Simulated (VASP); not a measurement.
**CdTe in VASP 6.6.1, single-point calculation**

INCAR

```
ENCUT = 520
LREAL = .FALSE.
LCHARG = .FALSE.
EDIFF = 1E-7
LASPH = .TRUE.
ISMEAR = 1
NSW = 0
LWAVE = .FALSE.
NELECT = 17.5
NELM = 120
IBRION = -1
PREC = Accurate
GGA = PE
SIGMA = 0.01
ISIF = 2
NBANDS = 16
```

KPOINTS

```
KPOINTS created by Atomic Simulation Environment
0
Gamma
6 6 6
0 0 0
```

POSCAR

```
Cd Te
 1.0000000000000000
     0.0000000000000000    3.2799551162000000    3.2471555649999999
     3.2799551162000000    0.0000000000000000    3.2471555649999999
     3.2799551162000000    3.2799551162000000    0.0000000000000000
 Cd  Te
   1   1
Cartesian
  0.0000000000000000  0.0000000000000000  0.0000000000000000
  1.6399775581000000  1.6399775581000000  1.6235777825000000
```

The recommended PBE PAW datasets give the neutral cell 18 valence electrons.

Command

```
mpirun -np 1 vasp_std
```

OSZICAR

```
N       E                     dE             d eps       ncg     rms          rms(c)
DAV:   1     0.980055265853E+02    0.98006E+02   -0.74204E+03   960   0.886E+02
DAV:   2    -0.220001952136E+01   -0.10021E+03   -0.94488E+02  1152   0.230E+02
DAV:   3    -0.570284518446E+01   -0.35028E+01   -0.34961E+01  1184   0.453E+01
DAV:   4    -0.573566027090E+01   -0.32815E-01   -0.32813E-01  1456   0.384E+00
DAV:   5    -0.573573571469E+01   -0.75444E-04   -0.75444E-04  1256   0.174E-01    0.459E+00
DAV:   6    -0.562631306590E+01    0.10942E+00   -0.43170E-01  1048   0.773E+00    0.400E+00
DAV:   7    -0.562086890558E+01    0.54442E-02   -0.47733E-02  1152   0.160E+00    0.175E+00
DAV:   8    -0.562172882814E+01   -0.85992E-03   -0.55977E-03  1096   0.717E-01    0.331E-01
DAV:   9    -0.562201394235E+01   -0.28511E-03   -0.43922E-04  1168   0.163E-01    0.112E-01
DAV:  10    -0.562202105307E+01   -0.71107E-05   -0.77044E-05  1112   0.586E-02    0.527E-02
DAV:  11    -0.562203315363E+01   -0.12101E-04   -0.14897E-05  1064   0.215E-02    0.142E-02
DAV:  12    -0.562203683536E+01   -0.36817E-05   -0.61495E-06  1016   0.160E-02    0.189E-02
DAV:  13    -0.562203708919E+01   -0.25383E-06   -0.10632E-07  1176   0.218E-03    0.867E-03
DAV:  14    -0.562203704598E+01    0.43212E-07   -0.11325E-07  1048   0.206E-03
   1 F= -.56220370E+01 E0= -.56220092E+01  d E =-.836835E-04
```

From OUTCAR

```
k-points           NKPTS =     30   k-points in BZ     NKDIM =     30   number of bands    NBANDS=     16

   NELECT =      17.5000    total number of electrons

   dimension x,y,z NGX =    36 NGY =   36 NGZ =   36
   dimension x,y,z NGXF=    72 NGYF=   72 NGZF=   72

  energy-cutoff  :      520.00
  volume of cell :       69.87
      direct lattice vectors                 reciprocal lattice vectors
     0.000000000  3.279955116  3.247155565    -0.152441110  0.152441110  0.153980920
     3.279955116  0.000000000  3.247155565     0.152441110 -0.152441110  0.153980920
     3.279955116  3.279955116  0.000000000     0.152441110  0.152441110 -0.153980920

 k-points in reciprocal lattice and weights: KPOINTS created by Atomic Simulation Env
   0.00000000  0.00000000  0.00000000       0.005
   0.16666667  0.00000000  0.00000000       0.037
   0.33333333  0.00000000  0.00000000       0.037
   0.50000000 -0.00000000  0.00000000       0.019
   0.16666667  0.16666667  0.00000000       0.009
   0.33333333  0.16666667  0.00000000       0.037
   0.50000000  0.16666667  0.00000000       0.037
  -0.33333333  0.16666667  0.00000000       0.037
   ...

 E-fermi :   1.3714

 k-point     1 :       0.0000    0.0000    0.0000
  band No.  band energies     occupation
      1      -9.1191      2.00000
      2      -6.1321      2.00000
      3      -6.1314      2.00000
      4      -6.1314      2.00000
      5      -5.8793      2.00000
      6      -5.8763      2.00000
      7       1.9273      0.00000
      8       1.9273      0.00000
      9       1.9499      0.00000
     10       2.8494      0.00000
     11       6.8238      0.00000
     12       6.8238      0.00000
     13       6.8302      0.00000
     14       9.8158      0.00000
     15      11.4201      0.00000
     16      11.5488      0.00000

 k-point     2 :       0.1667    0.0000    0.0000
  band No.  band energies     occupation
      1      -9.0322      2.00000
      2      -6.1146      2.00000
      3      -6.1143      2.00000
      4      -6.0495      2.00000
      5      -5.8800      2.00000
      6      -5.8776      2.00000
      7       0.3345      2.00000
      8       1.7215      0.00000
      9       1.7442      0.00000
     10       3.9073      0.00000
     11       6.9247      0.00000
     12       7.1372      0.00000
     13       7.1516      0.00000
     14      10.6912      0.00000
     15      10.7398      0.00000
     16      10.8175      0.00000

 k-point     3 :       0.3333    0.0000    0.0000
  band No.  band energies     occupation
      1      -8.8584      2.00000
      2      -6.0844      2.00000
      3      -6.0840      2.00000
      4      -5.8761      2.00000
      5      -5.8755      2.00000
      6      -5.7899      2.00000
      7      -1.3921      2.00000
      8       1.3698      1.26664
      9       1.4049     -0.00002
     10       4.0651      0.00000
     11       7.4225      0.00000
     12       7.4662      0.00000
     13       8.3956      0.00000
     14      10.5042      0.00000
     15      11.0923      0.00000
     16      11.0933      0.00000

 ...

  Total       -3.3594163     -3.3594163     -3.4294490      0.0000000      0.0000000      0.0000000
  in kB      -77.0380911    -77.0380911    -78.6440799      0.0000000      0.0000000      0.0000000
  external PRESSURE =     -77.5734207 kB  Pullay stress =       0.0000000 kB

 POSITION                                       TOTAL-FORCE (eV/Angst)
 -----------------------------------------------------------------------------------
      0.00000      0.00000      0.00000         0.000000      0.000000     -0.000000
      1.63998      1.63998      1.62358        -0.000000     -0.000000      0.000000
 -----------------------------------------------------------------------------------
    total drift:                               -0.000000     -0.000000     -0.000000

  FREE ENERGIE OF THE ION-ELECTRON SYSTEM (eV)
  ---------------------------------------------------
  free  energy   TOTEN  =        -5.6220370460 eV

  energy  without entropy=       -5.6219533625  energy(sigma->0) =       -5.62200915
```

It converged. Results: pressure -7.8 GPa.

The cell is charged and sits in a uniform background.

For comparison, a separate PBE run of the intended cell, on usual settings and not on those above, gives a gap of 0.67 eV on its mesh and a pressure of 1.5 GPa.

The run above took about 31 s on one core of a shared host (Intel Xeon Platinum 8488C) and held 0.21 GiB at most.
